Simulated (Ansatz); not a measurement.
## MgS: where the heat goes in a short trajectory

Method: DFT PBE, scalar-relativistic, plane waves, PAW in Ansatz. The runs took a 420 eV cutoff, a shifted (0.5, 0.5, 0.5 steps) 2×2×2 mesh and Fermi–Dirac smearing (0.069 eV). The mesh is coarse. No spin polarisation.

16 atoms start on the lattice sites below (V = 371.1 Å³, 1.02 times the source cell's; static pressure -0.18 GPa, largest force component 0.00 eV/Å) with velocities drawn for 800 K; Nosé–Hoover thermostat aiming at the same temperature, fixed cell, 66 steps of 3 fs.

```
CELL_PARAMETERS angstrom
5.70377 0.00000 5.70377
5.70377 5.70377 0.00000
0.00000 5.70377 5.70377
ATOMIC_POSITIONS crystal
Mg 0.00000 0.00000 0.00000
Mg 0.00000 0.50000 0.00000
Mg 0.50000 0.00000 0.00000
Mg 0.50000 0.50000 0.00000
Mg 0.00000 0.00000 0.50000
Mg 0.00000 0.50000 0.50000
Mg 0.50000 0.00000 0.50000
Mg 0.50000 0.50000 0.50000
S 0.37500 0.37500 0.37500
S 0.37500 0.87500 0.37500
S 0.87500 0.37500 0.37500
S 0.87500 0.87500 0.37500
S 0.37500 0.37500 0.87500
S 0.37500 0.87500 0.87500
S 0.87500 0.37500 0.87500
S 0.87500 0.87500 0.87500
```

```
t (fs) T (K) kinetic energy (meV/atom) potential energy over the first frame (meV/atom) P with the kinetic part (GPa)
   0.0    800                       96.9                                               0.0                           0.29
  12.0    531                       64.4                                              32.9                           0.62
  24.0    225                       27.3                                              70.7                           0.90
  36.0    375                       45.4                                              53.3                           0.46
  48.0    531                       64.3                                              37.1                          -0.02
  60.0    473                       57.4                                              47.7                          -0.14
  72.0    246                       29.8                                              78.5                           0.10
  84.0    117                       14.2                                              95.9                           0.27
  96.0    344                       41.6                                              70.8                           0.06
 108.0    646                       78.3                                              39.6                          -0.03
 120.0    652                       79.0                                              44.9                           0.41
 132.0    466                       56.5                                              71.4                           0.94
 144.0    482                       58.5                                              72.2                           0.86
 156.0    661                       80.1                                              53.8                           0.46
 168.0    664                       80.4                                              57.1                           0.43
 180.0    593                       71.8                                              69.0                           0.68
 192.0    450                       54.6                                              89.2                           0.92
```

T counts 3N − 3 degrees of freedom. Means over every step of the second half, not only the rows shown: T = 569 K, kinetic energy 68.9 meV/atom, potential energy 62.5 meV/atom, P = 0.56 GPa.

Does the potential energy follow equipartition for harmonic vibrations?

In a harmonic crystal each vibration holds as much potential as kinetic energy on average, here 68.9 meV/atom. The run has 62.5, a ratio of 0.91. That is near one, as for a crystal vibrating about its sites. So short a run gives a rough mean. T is still well under the temperature that the thermostat aims for.

Split the rise of pressure into the kinetic part and the rest. Can a thermal Grüneisen parameter be estimated?

The program counts the kinetic part as N k_B T/V = 0.34 GPa. The pressure lies 0.74 GPa over the static one in all, so the forces add 0.40 GPa. For a harmonic mode with ω ∝ V^(−γ) and an amplitude that scales with the cell, the forces add (2γ − 2/3)U/V, which needs no equipartition; when U equals the kinetic energy K, this and the kinetic part 2K/(3V) sum to the Mie–Grüneisen γE_th/V. With U = N × 62.5 meV, γ = 1/3 + V ΔP_forces/(2U) = 0.80, for harmonic vibrations a mean over the modes weighted by their potential energy, for uniform scaling of the cell (in a layered or otherwise anisotropic crystal this differs from γ under hydrostatic pressure). Most solids fall between 1 and 3, and tetrahedral, framework and layered ones often lower; anharmonic motion and pressure swings in a cell of 16 atoms make this value uncertain by tenths or more.

Cost: 1 run of about 3.8 core-minutes (earlier runs that led there not counted), on Intel Xeon 6975P-C (Granite Rapids) (shared hosts).